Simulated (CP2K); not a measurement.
Runs of CP2K 2026.2 on BN. It takes space group F-43m (No. 216, cubic). The conventional cell has a = 3.626 Å, b = 3.626 Å, c = 3.626 Å, α = 90.00°, β = 90.00°, γ = 90.00°. N (site symmetry -43m) is surrounded by 4 B at 1.57 Å. Around B (site symmetry -43m) lie 4 N at 1.57 Å. The cell is a database's computed one.

```csv
task,level,potentials or basis,smearing,NGRIDS,points a segment of the path (NPOINTS),bands added on the path,gap on the mesh (eV),pressure (GPa)
band structure,PBE,"POTENTIAL_UZH N GTH-PBE-q5, B GTH-PBE-q3; TZVP-MOLOPT-PBE-GTH basis",fermi-dirac 0.05 eV,4,10,2,4.55,0.6
single point,PBE,"POTENTIAL_UZH N GTH-PBE-q5, B GTH-PBE-q3; TZVP-MOLOPT-PBE-GTH basis",gaussian 0.011 eV,4,-,-,4.55,0.6
single point,PBE,"POTENTIAL_UZH N GTH-PBE-q5, B GTH-PBE-q3; TZVP-MOLOPT-PBE-GTH basis",gaussian 0.025 eV,5,-,-,4.55,0.6
band structure,PBEsol,"POTENTIAL_UZH N GTH-PBE-q5, B GTH-PBE-q3; TZVP-MOLOPT-PBE-GTH basis",fermi-dirac 0.05 eV,4,10,6,4.33,-2.6
band structure,LDA,"GTH_POTENTIALS N GTH-PADE-q5, B GTH-PADE-q3; TZVP-MOLOPT-PBE-GTH basis",fermi-dirac 0.05 eV,5,10,2,(a),-13.4
single point,PBE,"POTENTIAL_UZH N GTH-PBE-q5, B GTH-PBE-q3; TZVP-MOLOPT-PBE-GTH basis",gaussian 0.027 eV,5,-,-,4.55,0.6
single point,PBE,"POTENTIAL_UZH N GTH-PBE-q5, B GTH-PBE-q3; TZVP-MOLOPT-PBE-GTH basis",gaussian 0.024 eV,5,-,-,4.55,0.6
single point,PBE,"POTENTIAL_UZH N GTH-PBE-q5, B GTH-PBE-q3; TZVP-MOLOPT-PBE-GTH basis",gaussian 0.028 eV,4,-,-,4.55,0.6
```

Alike in all rows: no spin polarisation; cell as given; k mesh 13 × 13 × 13.

**Question.** Estimate the missing entries.

**Answer.** (a) 4.45.

Caveats: the basis of atomic orbitals isn't converged, which shifts pressures, moduli and gaps; an odd mesh through Γ misses points on the zone boundary, where band edges often lie (some runs); the potentials were made for another functional, which shifts forces and pressure (some runs).
